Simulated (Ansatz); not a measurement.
A crystal relaxed with r2SCAN in Ansatz has space group P6_3mc (No. 186) and a = 5.498 Å, c = 6.575 Å.

```
atom  site       x       y       z
  Pb    2b  0.3333  0.6667  0.9380
  Xx    2b  0.3333  0.6667  0.4370
```

r2SCAN gives a direct gap of 1.38 eV at H. The PBE gap is direct at H: 1.12 eV. Meshes: r2SCAN 6×6×4, PBE 6×6×4.

Q: Which element is Xx?
A. S
B. O
C. Se
D. Te

A: D. Xx is Te: PbTe built on the wurtzite prototype (it has left that coordination). Around Pb lie 5 Te at 3.17–3.29 Å; around Te lie 5 Pb at 3.17–3.29 Å.

All values are calculated for a non-magnetic cell, which may be hypothetical.

Spin-orbit coupling is left out; in compounds of Pb, Bi, Tl or Hg it can lower a gap by up to about 1 eV, split its edges or invert the bands.
